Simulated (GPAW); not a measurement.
Runs of GPAW 26.7.0 on SnSe. The structure is cubic, space group Fm-3m (No. 225). Conventional cell: a = 6.060 Å, b = 6.060 Å, c = 6.060 Å, α = 90.00°, β = 90.00°, γ = 90.00°. Around Sn (site symmetry m-3m) lie 6 Se at 3.03 Å. Se (site symmetry m-3m) is surrounded by 6 Sn at 3.03 Å. Measurements of this composition are mostly on another form, of space group No. 62.

| cell | gap on the mesh (eV) |
| --- | --- |
| Fm-3m, 27.82 Å³/atom | 0.50 |
| Fm-3m, 28.91 Å³/atom | (a) |
| Fm-3m, 25.63 Å³/atom | (b) |
| Fm-3m, 28.36 Å³/atom | 0.42 |
| Fm-3m, 26.18 Å³/atom | 0.77 |
| Fm-3m, 26.73 Å³/atom | 0.68 |
| Fm-3m, 27.27 Å³/atom | 0.59 |

Alike in all rows: task dielectric tensor; level PBE; potentials or basis GPAW PAW data sets (gpaw-data 1.2.1), pw; no spin polarisation; k mesh 6 × 6 × 6; cutoff (eV) 400; smearing fermi-dirac 0.001 eV.

Task: Estimate the missing entries.

Result: (a) 0.34; (b) 0.87.

Caveats: the long-wavelength limit can be off by a per cent or two; spin-orbit coupling is left out, which moves the levels of the heavy elements; an odd mesh through Γ misses points on the zone boundary, where band edges often lie; the gap is small at this level, which inflates the dielectric constant (some runs).

A k mesh can miss the band edges, and the runs leave out spin-orbit coupling on Se, Sn.
